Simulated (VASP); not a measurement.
Set up this calculation in VASP 6.6.1, as the native input.

| Item | Value |
| --- | --- |
| Task | single point |
| Functional | PBEsol |
| Potentials or basis | VASP PAW PBE potentials, release 64 (Ga_d, N) |
| Cutoff | 520 eV |
| k mesh | 12 × 12 × 6 |
| Occupations | gaussian, width 0.5 eV |
| Spin | no spin polarisation |
| Further INCAR settings | ALGO = Normal; EDIFF = 1e-06; NBANDS = 26 |

The structure of GaN lies in POSCAR:

```
GaN
1.0
    3.1806700000      0.0000000000      0.0000000000
   -1.5903300000      2.7545400000      0.0000000000
    0.0000000000      0.0000000000      5.1815000000
Ga N
2 2
Direct
    0.6666700000      0.3333300000      0.4991600000
    0.3333300000      0.6666700000      0.9991600000
    0.6666700000      0.3333300000      0.8758400000
    0.3333300000      0.6666700000      0.3758400000
```

The cell is a database's computed one.

The input as run:

INCAR

```
  PREC = Accurate
  ENCUT = 520
  EDIFF = 1E-6
  ISMEAR = 0
  SIGMA = 0.5
  LREAL = False
  LASPH = True
  NELM = 80
  ALGO = Normal
  ISIF = 2
  LWAVE = False
  LCHARG = True
  GGA = PS
  LELF = True
  LVHAR = True
  NBANDS = 26
```

KPOINTS

```
Automatic mesh
0
Gamma
  12 12 6
```

Potentials or basis: VASP PAW PBE potentials, release 64 (Ga_d, N).

Launch:

```console
$ cat potpaw_PBE.64/Ga_d/POTCAR potpaw_PBE.64/N/POTCAR > POTCAR
$ mpirun -np 1 vasp_std > vasp.out
```

Results of the run:

The pressure is 0.2 GPa and the band gap on the k mesh is 1.91 eV, direct.

Caveat: the PAW data sets were made with another functional, which shifts forces and pressure a little.

Wall time 85 s on 1 thread of Intel(R) Xeon(R) 6975P-C (Granite Rapids), with other jobs on the host, peak memory 0.29 GiB.
